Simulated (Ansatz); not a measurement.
Input for Ansatz (plane-wave DFT, PAW):

```yaml
crystal:
  lattice:
    - [4.7573713642, 0.0, 0.0]
    - [-2.3786856821, 4.1200044567, 0.0]
    - [0.0, 0.0, 15.6627790831]
  atoms:
    - { symbol: K, position: [0.0, 0.0, 0.0] }
    - { symbol: K, position: [0.33333333, 0.66666667, 0.75] }
    - { symbol: K, position: [0.0, 0.0, 0.5] }
    - { symbol: K, position: [0.66666667, 0.33333333, 0.25] }
basis:
  ecutwfc: 420
kpoints:
  mp_grid: { grid: [12, 12, 4] }
hamiltonian:
  xc: pbe
scf:
  occupations: { method: gaussian, width: 0.1 }
output:
  forces: true
  stress: true
  eigenvalues: true
```

Run as
```bash
ansatz run input.yaml --threads 1 --pin off --max-ram 1331MiB --backend cpu --events-out ev --progress --plain --runs-dir out
```

All numbers below come from Ansatz 0.2.0, DFT PBE, scalar-relativistic, plane waves, PAW.

Abridged output (iterations and final results):

```
SCF iter   1: F=—  HF=-6151.141972 eV  |F-HF|=—  |Δ(HF+E_count)|=         —  Δρ=3.40e-4  dr2=3.97e-4  ethr=1.77e-3  ⟨swp⟩=6.4  Hψ=6451  notcnv=0
SCF iter   2: F=—  HF=-6151.142398 eV  |F-HF|=—  |Δ(HF+E_count)|=   4.26e-4  Δρ=1.95e-4  dr2=1.62e-4  ethr=1.10e-6  ⟨swp⟩=2.5  Hψ=2791  notcnv=0
SCF iter   3: F=—  HF=-6151.142691 eV  |F-HF|=—  |Δ(HF+E_count)|=   2.93e-4  Δρ=5.10e-5  dr2=1.73e-5  ethr=4.49e-7  ⟨swp⟩=2.0  Hψ=2070  notcnv=0
SCF iter   4: F=—  HF=-6151.142821 eV  |F-HF|=—  |Δ(HF+E_count)|=   1.30e-4  Δρ=1.79e-5  dr2=2.68e-6  ethr=4.82e-8  ⟨swp⟩=1.8  Hψ=1368  notcnv=0
SCF iter   5: F=—  HF=-6151.142822 eV  |F-HF|=—  |Δ(HF+E_count)|=   1.01e-6  Δρ=7.82e-6  dr2=4.67e-7  ethr=7.43e-9  ⟨swp⟩=2.7  Hψ=2065  notcnv=0
SCF iter   6: F=-6151.142823 eV  HF=-6151.142823 eV  |F-HF|=7.04e-9  |Δ(HF+E_count)|=   1.83e-7  Δρ=3.01e-6  dr2=7.77e-8  ethr=2.78e-10  ⟨swp⟩=6.6  Hψ=4872  notcnv=0
SCF 1 converged in 6 iterations: F = -6151.142823 eV  dr2 = 7.77e-8
SCF converged after 6 iterations
Free energy (F): -6151.142823 eV
Harris-Foulkes:  -6151.142823 eV  (|F-HF|=7.04e-9)
Internal energy: -6151.129039 eV  (E = F + TS)
E sigma→0 (E₀):  -6151.135931 eV
Entropy (-TS):   -0.013783 eV (-3.446 meV/atom)
Fermi energy:    1.591729 eV
--- Per-component energies (eV) ---
  E_band       = -578.153138
  E_kinetic    = 1008.472857
  E_local      = -3056.488095  (includes V_loc(G=0)·N_el)
  E_nonlocal   = 51.654819
  E_hartree    = 1092.827003
  E_xc         = -534.850030
  E_vxc        = -651.916119  (∫ρ·V_xc dr)
  E_paw        = -3127.352909  (= ΣΔE_a)
  E_vpaw       = -115.534394  (= ΣTr[D̂ρ^β])
  E_aug_tail   = -0.000013  (compensation charges beyond the density's cutoff)
  E_ewald      = -1585.392672
  E_smearing   = -0.013783  (= −TS)
--- Forces (eV/Å), atoms counted from 1 ---
  atom   1  K      0.00000000     0.00000000     0.00000000
  atom   2  K      0.00000000     0.00000000     0.00000000
  atom   3  K      0.00000000     0.00000000     0.00000000
  atom   4  K      0.00000000     0.00000000     0.00000000
--- Stress (GPa, compression-positive) ---
       -0.099042       0.000000       0.000000
        0.000000      -0.099042       0.000000
        0.000000       0.000000      -0.171948
  P = ⅓ Tr σ = -0.1233 GPa (-1.233 kbar)
--- Band table (eV; the first three rows and the last of 57) ---
  k-point 0: bands = ["-30.5589", "-30.5576", "-30.5573", "-30.5560", "-14.0685", "-14.0412", "-14.0405", "-14.0205", "-14.0205", "-14.0167", "-14.0167", "-14.0166", "-14.0166", "-14.0128", "-14.0128", "-14.0128", "-0.5064", "0.1769", "0.1773", "1.8870", "2.1017", "4.2631"]
  k-point 1: bands = ["-30.5588", "-30.5580", "-30.5568", "-30.5561", "-14.0664", "-14.0515", "-14.0302", "-14.0202", "-14.0202", "-14.0181", "-14.0181", "-14.0152", "-14.0152", "-14.0150", "-14.0131", "-14.0131", "-0.4624", "-0.1168", "0.5435", "1.4547", "2.5639", "3.7076"]
  k-point 2: bands = ["-30.5585", "-30.5585", "-30.5564", "-30.5564", "-14.0604", "-14.0604", "-14.0211", "-14.0211", "-14.0194", "-14.0194", "-14.0194", "-14.0194", "-14.0140", "-14.0140", "-14.0140", "-14.0140", "-0.3316", "-0.3316", "0.9735", "0.9735", "3.1335", "3.1335"]
  k-point 56: bands = ["-30.5552", "-30.5552", "-30.5549", "-30.5549", "-14.0567", "-14.0567", "-14.0539", "-14.0539", "-14.0477", "-14.0477", "-14.0453", "-14.0453", "-14.0277", "-14.0277", "-14.0276", "-14.0276", "2.4890", "2.4890", "2.5765", "2.5765", "2.5853", "2.5853"]
```

Self-consistency was reached.